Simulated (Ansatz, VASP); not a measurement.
## Two plane-wave programs on KI

```
K I
1.0
     4.20349    0.00000    0.00000
     0.00000    4.20349    0.00000
     0.00000    0.00000    4.20349
K I
1 1
Direct
  0.00000 0.00000 0.00000
  0.50000 0.50000 0.50000
```

Alike in both runs: task single point; functional r2SCAN; k mesh 6 × 6 × 6; no spin polarisation.

```csv
,VASP,Ansatz
version,VASP 6.6.1,Ansatz 0.2.0
potentials or method,"VASP PAW PBE potentials, release 64 (K_sv, I)","plane waves, PAW"
plane-wave cutoff (eV),520,500
occupations,"gaussian, width 0.01 eV",fixed
valence electrons in the cell,16,26
```

|  | VASP | Ansatz | Ansatz less VASP |
| --- | --- | --- | --- |
| gap on the k mesh at the Fermi level (eV) | 4.23 | 4.23 | +0.002 |
| pressure (GPa) | 1.1 | 1.1 | 0.00 |

The two sets of potentials don't hold the same shells in valence.

Caveats: the PAW data sets were made with another functional, which shifts forces and pressure a little (VASP); spin-orbit coupling is left out, which moves the levels of the heavy elements. r2SCAN opens gaps a little over a GGA but as a rule still falls short of measured ones. A k mesh can miss the band edges.
